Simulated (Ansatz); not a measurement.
# BN: from a guess to a relaxed structure

Computed with DFT PBE, scalar-relativistic, plane waves, PAW in Ansatz 0.2.0. Cutoff 420 eV, Gaussian smearing, Γ-centred meshes. Cell and atoms relax first on a coarse mesh and then on a converged one. In between, the cell is made exact in the group found at 0.06 Å. The steps can't lower the symmetry of their start. No spin polarisation.

The guess for BN was made by a generator: 4-connected net, two elements alternating (P2_1/m, No. 11). The dimensions are guesses.

```
CELL_PARAMETERS angstrom
5.99901 0.00000 0.00000
0.00000 2.49133 0.00000
-2.77726 0.00000 5.31742
ATOMIC_POSITIONS crystal
B 0.08004 0.25000 0.15970
B 0.91996 0.75000 0.84030
B 0.63419 0.25000 0.98615
B 0.36581 0.75000 0.01385
B 0.87160 0.75000 0.35869
B 0.12840 0.25000 0.64131
N 0.15970 0.75000 0.08004
N 0.84030 0.25000 0.91996
N 0.98615 0.75000 0.63419
N 0.01385 0.25000 0.36581
N 0.35869 0.25000 0.87160
N 0.64131 0.75000 0.12840
```

The zero of energy is the elements' standard structures at the same level (N₂ as a molecule); no fitted shifts are applied.

Problem. Which structure results?

Solution. The symmetry stays P2_1/m (No. 11). The volume per atom grows by 14.3 %, from 6.6 to 7.6 Å³. The shortest distance goes from 1.43 Å (B–N) to 1.45 Å (B–N). The energy falls by about 0.51 eV/atom (the start's value is from the coarse mesh). The end is written in a standard setting, so origin, axes and order of atoms can differ from the start's. Conventional cell: a = 6.372 Å, b = 2.548 Å, c = 6.376 Å, β = 118.7°. B on its first site is surrounded by 3 N at 1.45–1.49 Å; around B on its second site lie 4 N at 1.51–1.64 Å; B on its third site is surrounded by 3 N at 1.51–1.55 Å and 1 N at 1.65 Å; around N on its first site lie 3 B at 1.45–1.51 Å; N on its second site has 3 B at 1.49–1.55 Å and 1 B at 1.65 Å; 1 more site not described.

```
B N
1.0
     6.37181    0.00000    0.00000
     0.00000    2.54782    0.00000
    -3.05823    0.00000    5.59504
B N
6 6
Direct
  0.28066 0.75000 0.22730
  0.71934 0.25000 0.77270
  0.95736 0.75000 0.61238
  0.04264 0.25000 0.38762
  0.34339 0.25000 0.90855
  0.65661 0.75000 0.09145
  0.21929 0.25000 0.29338
  0.78071 0.75000 0.70662
  0.61395 0.25000 0.93651
  0.38605 0.75000 0.06349
  0.88430 0.75000 0.32846
  0.11570 0.25000 0.67154
```

Problem. How does it come out in energy, and is it a metal?

Solution.

- Energy over the elements: −0.996 eV/atom
- Gap on the 4×10×4 mesh of the 12-atom cell: 3.70 eV

A negative formation energy is needed for stability but isn't enough: competing phases decide.

The last run used Gaussian smearing of 0.02 eV. Kohn–Sham gaps at this level usually fall short of measured ones. A structure relaxed within its symmetry needn't be a true minimum.
